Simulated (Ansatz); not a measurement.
# Cr (Cr, fcc): the cost of one run

Computed with Ansatz 0.2.0 (DFT revPBE, plane waves (420 eV) with PAW, scalar-relativistic; the PAW data stem from PBE, with regenerated cores, unless a step says otherwise).

### 1 The system as given

It takes space group Fm-3m (No. 225, cubic). The conventional cell has a = 3.633 Å, b = 3.633 Å, c = 3.633 Å, α = 90.00°, β = 90.00°, γ = 90.00°. Cr (site symmetry m-3m) has 12 Cr at 2.57 Å as nearest neighbours.

Coordinates:

```
CELL_PARAMETERS angstrom
2.56926 0.00000 0.00000
0.00000 2.56926 0.00000
0.00000 0.00000 3.63349
ATOMIC_POSITIONS crystal
Cr 0.00000 0.00000 0.00000
Cr 0.50000 0.50000 0.50000
```

Starting moments (μB): +1.5, -1.5.

### 2 Geometry optimisation

input.yaml

```yaml
crystal:
  lattice:
    - [2.5692628132, 0.0, 0.0]
    - [0.0, 2.5692628132, 0.0]
    - [0.0, 0.0, 3.6334863158]
  atoms:
    - { symbol: Cr, position: [0.0, 0.0, 0.0], spin: 1.5 }
    - { symbol: Cr, position: [0.5, 0.5, 0.5], spin: -1.5 }
hamiltonian:
  xc: revpbe
  pseudopotentials:
    kind: paw
    azcp:
      Cr: "pseudopotentials/Cr.paw.azcp"
basis:
  ecutwfc: 420
  fft_grid_basis: typed
kpoints:
  mp_grid: { grid: [12, 12, 9], shift: [0, 0, 0] }
magnetization:
  spin_polarized: true
scf:
  occupations: { method: fermi_dirac, width: 0.05 }
relax:
  max_steps: 60
  f_tol: 0.01
  cell: {}
output:
  write_density: true
  write_potential: true
  elf: true
  volumetric_format: npy
```

Q: Estimate wall time and peak memory on 2 threads of Arm Neoverse V2, shared host.

About 89 s, with a peak of 0.4 GiB.
